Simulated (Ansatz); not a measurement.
# Is this Sn2Ge structure a true minimum?

The structure comes from a generated guess, relaxed at this level; another structure or a mixture of phases may lie lower.

The calculation used DFT PBE, scalar-relativistic, plane waves, PAW in Ansatz. Plane waves to 420 eV, a k mesh through Γ of 12×12×4 on the computed 6-atom cell and Gaussian smearing (0.10 eV); no spin polarisation.

The cell below (6 atoms, space group P-3m1 (No. 164)) is relaxed within its symmetry.

```yaml
crystal:
  lattice:
    - [4.49931, 0.00000, 0.00000]
    - [-2.24965, 3.89652, 0.00000]
    - [0.00000, 0.00000, 11.06314]
  atoms:
    - { symbol: Sn, position: [0.00000, 0.00000, 0.36929] }
    - { symbol: Sn, position: [0.33333, 0.66667, 0.04898] }
    - { symbol: Sn, position: [0.66667, 0.33333, 0.95102] }
    - { symbol: Sn, position: [0.00000, 0.00000, 0.63071] }
    - { symbol: Ge, position: [0.66667, 0.33333, 0.70815] }
    - { symbol: Ge, position: [0.33333, 0.66667, 0.29185] }
```

For the test a repeat of it with 12 atoms (edges 4.50, 7.79, 11.06 Å) was strained at random (σ = 1.5 % a component), the atoms were moved at random (σ = 0.05 Å), and all was relaxed again on a coarse 6×4×2 mesh (in the run’s order of axes) with 0.20 eV smearing, with no symmetry imposed.

Q: Is the structure stable against such a distortion?

A: It returns, within 1 meV/atom of the unmoved cell on that mesh and with the same symmetry when read at 0.1 Å (P-1 at 0.01 Å, so small strains and shifts remain). No instability shows in this cell; modes of other wave vectors, which need another repeat, aren't tested.
